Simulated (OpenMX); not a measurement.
# MnF2 under changes of volume

One of the cells (13.107 Å³/atom); the others are scaled copies at fixed shape and fractional positions:

```
Mn F
1.0
     4.87380    0.00000    0.00000
     0.00000    4.87380    0.00000
     0.00000    0.00000    3.31070
Mn F
2 4
Direct
  0.50000 0.50000 0.50000
  0.00000 0.00000 0.00000
  0.80530 0.19470 0.50000
  0.69470 0.69470 0.00000
  0.19470 0.80530 0.50000
  0.30530 0.30530 0.00000
```

* Program: OpenMX 3.8.5
* Functional: PBE
* Potentials or basis: OpenMX 2013 PBE set, Mn6.0-s2p2d1, F6.0-s2p2, fixed grid of 60 × 60 × 40 points
* k mesh: 7 × 7 × 9
* Occupations: fermi-dirac, width 0.05 eV
* Spin: collinear spin, ferromagnetic start
* Starting moments: [4.0, 4.0, 0.0, 0.0, 0.0, 0.0] μB

| volume (Å³/atom) | energy over the lowest point (meV/atom) | gap on the mesh (eV) | largest force (eV/Å) |
| --- | --- | --- | --- |
| 12.321 | 67.24 | 1.06 | 0.214 |
| 12.583 | 45.40 | 1.11 | 0.178 |
| 12.845 | ? | ? | ? |
| 13.107 | 15.73 | 1.22 | 0.126 |
| 13.369 | 7.05 | 1.27 | 0.096 |
| 13.631 | 1.91 | 1.32 | 0.077 |
| 13.893 | 0.00 | 1.36 | 0.054 |

What does the run at 12.845 Å³/atom give?

Energy over the lowest point 28.37 meV/atom; gap on the mesh 1.17 eV; largest force 0.154 eV/Å.

Worked out: A Birch-Murnaghan fit of order 3 (a polynomial in V^(-2/3)) to the other rows has its minimum at 13.93 Å³/atom, just outside them, with B0 = V·E''(V) = 93 GPa and B' = 4.3 at fixed shape and positions, which overstates the stiffness. It gives 28.38 meV/atom at 12.845 Å³/atom, against the run's 28.37. A straight line through the other rows of the gap, of slope 2.54 eV per unit of ln V (its deformation potential), gives 1.17 eV, against the run's 1.17.

Energies are extrapolated to zero smearing.

Caveats: the transition metal has a single d function, too few for pressures, volumes and moments; an odd mesh through Γ misses points on the zone boundary, where band edges often lie; the basis of atomic orbitals isn't converged, which shifts pressures, moduli and gaps; only a ferromagnetic start was run, and an antiferromagnetic order may lie lower in energy.
